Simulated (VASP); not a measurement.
Here is a VASP 6.6.1 calculation.

INCAR

```
SYSTEM = B12N11
ALGO = Normal
EDIFF = 1E-5
ENCUT = 450
GGA = PS
ISIF = 2
ISMEAR = 0
ISPIN = 2
LASPH = .True.
LCHARG = .False.
LORBIT = 11
LREAL = Auto
LWAVE = .False.
MAGMOM = -0.6 0.6 -0.6 0 -0.6 0 0 0 0 0 0 0 0 0 0 0 0 0 0 0 0 0 0
NELECT = 92.0
NELM = 120
NUPDOWN = 0
PREC = Accurate
SIGMA = 0.03
```

The input KPOINTS:

```
k-points
0
Gamma
  3 4 4
  0 0 0
```

The input POSCAR:

```
B12N11
1.0
    0.0000000000      5.4225000000      5.4225000000
    3.6150000000      0.0000000000      3.6150000000
    3.6150000000      3.6150000000      0.0000000000
B N
12 11
Direct
    0.0000000000      0.0000000000      0.0000000000
    0.0000000000      0.0000000000      0.5000000000
    0.0000000000      0.5000000000      0.0000000000
    0.0000000000      0.5000000000      0.5000000000
    0.3333330000      0.0000000000      0.0000000000
    0.3333330000      0.0000000000      0.5000000000
    0.3333330000      0.5000000000      0.0000000000
    0.3333330000      0.5000000000      0.5000000000
    0.6666670000      0.0000000000      0.0000000000
    0.6666670000      0.0000000000      0.5000000000
    0.6666670000      0.5000000000      0.0000000000
    0.6666670000      0.5000000000      0.5000000000
    0.0833333333      0.1250000000      0.6250000000
    0.0833333333      0.6250000000      0.1250000000
    0.0833333333      0.6250000000      0.6250000000
    0.4166663333      0.1250000000      0.1250000000
    0.4166663333      0.1250000000      0.6250000000
    0.4166663333      0.6250000000      0.1250000000
    0.4166663333      0.6250000000      0.6250000000
    0.7500003333      0.1250000000      0.1250000000
    0.7500003333      0.1250000000      0.6250000000
    0.7500003333      0.6250000000      0.1250000000
    0.7500003333      0.6250000000      0.6250000000
```

Potentials or basis: VASP PAW PBE potentials, release 64 (B, N).

Launch:

```sh
$ cat potpaw_PBE.64/B/POTCAR potpaw_PBE.64/N/POTCAR > POTCAR
$ mpirun -np 1 vasp_std > vasp.out
```

Problem. What does it give for the largest force?

Solution. 0.550 eV/Å.

Forces on the atoms (eV/Å):
```
B   -0.234 -0.320 -0.320
B    0.167  0.416 -0.227
B    0.167 -0.227  0.416
B   -0.262  0.242  0.242
B    0.180  0.141  0.141
B    0.271 -0.401 -0.045
B    0.271 -0.045 -0.401
B    0.079 -0.311 -0.311
B   -0.016  0.052  0.052
B    0.007 -0.060  0.153
B    0.008  0.153 -0.060
B   -0.199  0.023  0.023
N   -0.027 -0.011  0.549
N   -0.027  0.549 -0.011
N   -0.541  0.007  0.007
N    0.176 -0.142 -0.142
N   -0.092 -0.027  0.034
N   -0.092  0.034 -0.027
N   -0.034  0.046  0.046
N   -0.052  0.093  0.093
N    0.119 -0.140 -0.030
N    0.119 -0.029 -0.140
N    0.015 -0.042 -0.042
```

Caveat: the k mesh is coarse (spacing up to 0.38 Å⁻¹), so the values aren't converged; the moment is held away from its start; the PAW data sets were made with another functional, which shifts forces and pressure a little; the total moment is fixed, so each spin has its own Fermi level.
